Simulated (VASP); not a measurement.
WS2 (Tungstenite): relaxation of cell and atoms with PBE+D3(BJ)

WS2 (Tungstenite):

```
W S
1.0
     3.15510    0.00000    0.00000
    -1.57755    2.73239    0.00000
     0.00000    0.00000   12.14137
W S
2 4
Direct
  0.33333 0.66667 0.25000
  0.66667 0.33333 0.75000
  0.33333 0.66667 0.62032
  0.66667 0.33333 0.12032
  0.33333 0.66667 0.87968
  0.66667 0.33333 0.37968
```

```json
{
 "Program": "VASP 6.6.1",
 "Task": "relaxation of cell and atoms",
 "Functional": "PBE",
 "Dispersion": "D3(BJ)",
 "Potentials or basis": "VASP PAW PBE potentials, release 64 (W_sv, S)",
 "Cutoff": "600 eV",
 "k mesh": "12 × 12 × 3",
 "Occupations": "gaussian, width 0.03 eV",
 "Spin": "no spin polarisation",
 "Further INCAR settings": "ALGO = Normal; EDIFF = 1e-07; IBRION = 2; EDIFFG = -0.005; NSW = 90; ISIF = 3"
}
```

- Relaxed volume: 17.44 Å³/atom
- Relaxed cell: a = 3.154 Å, b = 3.154 Å, c = 12.142 Å, α = 90.00°, β = 90.00°, γ = 120.00°
- Space group after relaxing (to 0.05 Å): P6_3/mmc (No. 194)
- Energy gained by relaxing: 0.0 meV/atom
- Ionic steps: 6
- Pressure after relaxing: 0.0 GPa
- Band gap on the k mesh: 0.91 eV, indirect (least direct gap 1.83 eV)
- Dispersion energy per atom: -0.435 eV

Final structure:
```xyz
6
Lattice="3.1541 0.0000 0.0000 -1.5771 2.7315 0.0000 0.0000 0.0000 12.1423" Properties=species:S:1:pos:R:3 pbc="T T T"
W     0.0000    1.8210    3.0356
W     1.5771    0.9105    9.1067
S     0.0000    1.8210    7.5319
S     1.5771    0.9105    1.4607
S     0.0000    1.8210   10.6816
S     1.5771    0.9105    4.6104
```

Levels at points of the mesh, in eV from the valence-band top:
| k point | band 23 | band 24 | band 25 | band 26 | band 27 | band 28 | band 29 | band 30 |
| --- | --- | --- | --- | --- | --- | --- | --- | --- |
| (0.00, 0.00, 0.00) | -2.20 | -1.42 | -1.28 | 0.00 | 2.26 | 2.27 | 2.28 | 2.28 |
| (0.50, 0.00, 0.00) | -2.03 | -1.78 | -1.78 | -1.56 | 2.29 | 2.34 | 2.55 | 2.88 |

It took 4.7 min on 2 MPI ranks on Intel(R) Xeon(R) Platinum 8559C (Emerald Rapids), with other jobs on the host, peak memory 0.33 GiB a rank.

Caveat: spin-orbit coupling is left out, which moves the levels of the heavy elements; an odd mesh through Γ misses points on the zone boundary, where band edges often lie.
